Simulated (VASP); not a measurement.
Hf, 1 atom in the cell. The structure is trigonal, space group R-3m (No. 166). The conventional cell has a = 3.124 Å, b = 3.124 Å, c = 7.767 Å, α = 90.00°, β = 90.00°, γ = 120.00°. Hf (site symmetry -3m) has 12 Hf at 3.12 to 3.16 Å as nearest neighbours. This isn't the form of Hf at room conditions, which is hcp. The cell isn't the ideal one: equal xy, yz and zx shear strains of +1 %.

- Program: VASP 6.6.1
- Task: single point
- Functional: PBE
- Potentials or basis: VASP PAW PBE potentials, release 64 (Hf_pv)
- Cutoff: 520 eV
- k mesh: 16 × 16 × 16
- Occupations: fermi-dirac, width 0.03 eV
- Spin: no spin polarisation
- Dipole correction: no
- Further INCAR settings: ALGO = Fast; EDIFF = 1e-07; NBANDS = 11

Potentials or basis: VASP PAW PBE potentials, release 64 (Hf_pv).

Launch:

```console
$ cat potpaw_PBE.64/Hf_pv/POTCAR > POTCAR
$ mpirun -np 1 vasp_std > vasp.out
```

Hardware: 1 thread of Intel(R) Xeon(R) 6975P-C (Granite Rapids) (shared host).

**Question.** How long does it take, and how much memory?

**Answer.** Run time: 32 s on 1 thread of Intel(R) Xeon(R) 6975P-C (Granite Rapids), on a shared host, peak memory 0.21 GiB. Counts: scf iterations 15, k points 417.
